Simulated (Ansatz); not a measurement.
# InP: the cost of one run

Program: Ansatz 0.2.0. Level of theory: DFT PBE, scalar-relativistic, plane waves, PAW. These are calculated values, not measurements.

The COD entry's cell or inner coordinates are ideal or old and differ from later refinements, so a difference from it is no clean test against experiment.

## (1) The starting structure

Symmetry: F-43m, No. 216, cubic system. Conventional cell: a = 5.861 Å, b = 5.861 Å, c = 5.861 Å, α = 90.00°, β = 90.00°, γ = 90.00°. Around In (site symmetry -43m) lie 4 P at 2.54 Å. Around P (site symmetry -43m) lie 4 In at 2.54 Å.

Coordinates:

```cif
data_structure
_symmetry_space_group_name_H-M 'P 1'
_symmetry_Int_Tables_number 1
_cell_length_a 12.4331
_cell_length_b 12.4331
_cell_length_c 12.4331
_cell_angle_alpha 60.000
_cell_angle_beta 60.000
_cell_angle_gamma 60.000
_cell_volume 1359.00
loop_
_atom_site_label
_atom_site_type_symbol
_atom_site_fract_x
_atom_site_fract_y
_atom_site_fract_z
_atom_site_occupancy
In1 In 0.00000 0.00000 0.00000 1
In2 In 0.00000 0.00000 0.33333 1
In3 In 0.00000 0.00000 0.66667 1
In4 In 0.00000 0.33333 0.00000 1
In5 In 0.00000 0.33333 0.33333 1
In6 In 0.00000 0.33333 0.66667 1
In7 In 0.00000 0.66667 0.00000 1
In8 In 0.00000 0.66667 0.33333 1
In9 In 0.00000 0.66667 0.66667 1
In10 In 0.33333 0.00000 0.00000 1
In11 In 0.33333 0.00000 0.33333 1
In12 In 0.33333 0.00000 0.66667 1
In13 In 0.33333 0.33333 0.00000 1
In14 In 0.33333 0.33333 0.33333 1
In15 In 0.33333 0.33333 0.66667 1
In16 In 0.33333 0.66667 0.00000 1
In17 In 0.33333 0.66667 0.33333 1
In18 In 0.33333 0.66667 0.66667 1
In19 In 0.66667 0.00000 0.00000 1
In20 In 0.66667 0.00000 0.33333 1
In21 In 0.66667 0.00000 0.66667 1
In22 In 0.66667 0.33333 0.00000 1
In23 In 0.66667 0.33333 0.33333 1
In24 In 0.66667 0.33333 0.66667 1
In25 In 0.66667 0.66667 0.00000 1
In26 In 0.66667 0.66667 0.33333 1
In27 In 0.66667 0.66667 0.66667 1
P1 P 0.08333 0.08333 0.08333 1
P2 P 0.08333 0.08333 0.41667 1
P3 P 0.08333 0.08333 0.75000 1
P4 P 0.08333 0.41667 0.08333 1
P5 P 0.08333 0.41667 0.41667 1
P6 P 0.08333 0.41667 0.75000 1
P7 P 0.08333 0.75000 0.08333 1
P8 P 0.08333 0.75000 0.41667 1
P9 P 0.08333 0.75000 0.75000 1
P10 P 0.41667 0.08333 0.08333 1
P11 P 0.41667 0.08333 0.41667 1
P12 P 0.41667 0.08333 0.75000 1
P13 P 0.41667 0.41667 0.08333 1
P14 P 0.41667 0.41667 0.41667 1
P15 P 0.41667 0.41667 0.75000 1
P16 P 0.41667 0.75000 0.08333 1
P17 P 0.41667 0.75000 0.41667 1
P18 P 0.41667 0.75000 0.75000 1
P19 P 0.75000 0.08333 0.08333 1
P20 P 0.75000 0.08333 0.41667 1
P21 P 0.75000 0.08333 0.75000 1
P22 P 0.75000 0.41667 0.08333 1
P23 P 0.75000 0.41667 0.41667 1
P24 P 0.75000 0.41667 0.75000 1
P25 P 0.75000 0.75000 0.08333 1
P26 P 0.75000 0.75000 0.41667 1
P27 P 0.75000 0.75000 0.75000 1
```

The runs take a perfect supercell of 54 atoms; the defect goes to fractional position (0.083, 0.083, 0.083).

## (2) The perfect supercell

Contents of input.yaml:

```yaml
crystal:
  lattice:
    - [0.0, 8.7915, 8.7915]
    - [8.7915, 0.0, 8.7915]
    - [8.7915, 8.7915, 0.0]
  atoms:
    - { symbol: In, position: [0.0, 0.0, 0.0] }
    - { symbol: In, position: [0.0, 0.0, 0.333333] }
    - { symbol: In, position: [0.0, 0.0, 0.666667] }
    - { symbol: In, position: [0.0, 0.333333, 0.0] }
    - { symbol: In, position: [0.0, 0.333333, 0.333333] }
    - { symbol: In, position: [0.0, 0.333333, 0.666667] }
    - { symbol: In, position: [0.0, 0.666667, 0.0] }
    - { symbol: In, position: [0.0, 0.666667, 0.333333] }
    - { symbol: In, position: [0.0, 0.666667, 0.666667] }
    - { symbol: In, position: [0.333333, 0.0, 0.0] }
    - { symbol: In, position: [0.333333, 0.0, 0.333333] }
    - { symbol: In, position: [0.333333, 0.0, 0.666667] }
    - { symbol: In, position: [0.333333, 0.333333, 0.0] }
    - { symbol: In, position: [0.333333, 0.333333, 0.333333] }
    - { symbol: In, position: [0.333333, 0.333333, 0.666667] }
    - { symbol: In, position: [0.333333, 0.666667, 0.0] }
    - { symbol: In, position: [0.333333, 0.666667, 0.333333] }
    - { symbol: In, position: [0.333333, 0.666667, 0.666667] }
    - { symbol: In, position: [0.666667, 0.0, 0.0] }
    - { symbol: In, position: [0.666667, 0.0, 0.333333] }
    - { symbol: In, position: [0.666667, 0.0, 0.666667] }
    - { symbol: In, position: [0.666667, 0.333333, 0.0] }
    - { symbol: In, position: [0.666667, 0.333333, 0.333333] }
    - { symbol: In, position: [0.666667, 0.333333, 0.666667] }
    - { symbol: In, position: [0.666667, 0.666667, 0.0] }
    - { symbol: In, position: [0.666667, 0.666667, 0.333333] }
    - { symbol: In, position: [0.666667, 0.666667, 0.666667] }
    - { symbol: P, position: [0.083333, 0.083333, 0.083333] }
    - { symbol: P, position: [0.083333, 0.083333, 0.416667] }
    - { symbol: P, position: [0.083333, 0.083333, 0.75] }
    - { symbol: P, position: [0.083333, 0.416667, 0.083333] }
    - { symbol: P, position: [0.083333, 0.416667, 0.416667] }
    - { symbol: P, position: [0.083333, 0.416667, 0.75] }
    - { symbol: P, position: [0.083333, 0.75, 0.083333] }
    - { symbol: P, position: [0.083333, 0.75, 0.416667] }
    - { symbol: P, position: [0.083333, 0.75, 0.75] }
    - { symbol: P, position: [0.416667, 0.083333, 0.083333] }
    - { symbol: P, position: [0.416667, 0.083333, 0.416667] }
    - { symbol: P, position: [0.416667, 0.083333, 0.75] }
    - { symbol: P, position: [0.416667, 0.416667, 0.083333] }
    - { symbol: P, position: [0.416667, 0.416667, 0.416667] }
    - { symbol: P, position: [0.416667, 0.416667, 0.75] }
    - { symbol: P, position: [0.416667, 0.75, 0.083333] }
    - { symbol: P, position: [0.416667, 0.75, 0.416667] }
    - { symbol: P, position: [0.416667, 0.75, 0.75] }
    - { symbol: P, position: [0.75, 0.083333, 0.083333] }
    - { symbol: P, position: [0.75, 0.083333, 0.416667] }
    - { symbol: P, position: [0.75, 0.083333, 0.75] }
    - { symbol: P, position: [0.75, 0.416667, 0.083333] }
    - { symbol: P, position: [0.75, 0.416667, 0.416667] }
    - { symbol: P, position: [0.75, 0.416667, 0.75] }
    - { symbol: P, position: [0.75, 0.75, 0.083333] }
    - { symbol: P, position: [0.75, 0.75, 0.416667] }
    - { symbol: P, position: [0.75, 0.75, 0.75] }
basis:
  ecutwfc: 420
  fft_grid_basis: typed
kpoints:
  mp_grid: { grid: [1, 1, 1] }
hamiltonian:
  xc: pbe
  pseudopotentials: { kind: paw }
scf:
  occupations: { method: gaussian, width: 0.05 }
output:
  forces: true
  stress: false
  eigenvalues: true
  bader: false
  write_density: true
  volumetric_format: npy
```

On the command line:

```bash
$ ansatz run input.yaml --threads 8 --pin off --max-ram 16384MiB --backend cpu --events-out ev --progress --plain --runs-dir out
```

What time and memory should one allow on 8 threads of Intel Xeon Platinum 8259CL at 2.50GHz (Skylake/Cascade Lake), shared host?

About 5.2 s, with a peak of 1.7 GiB.
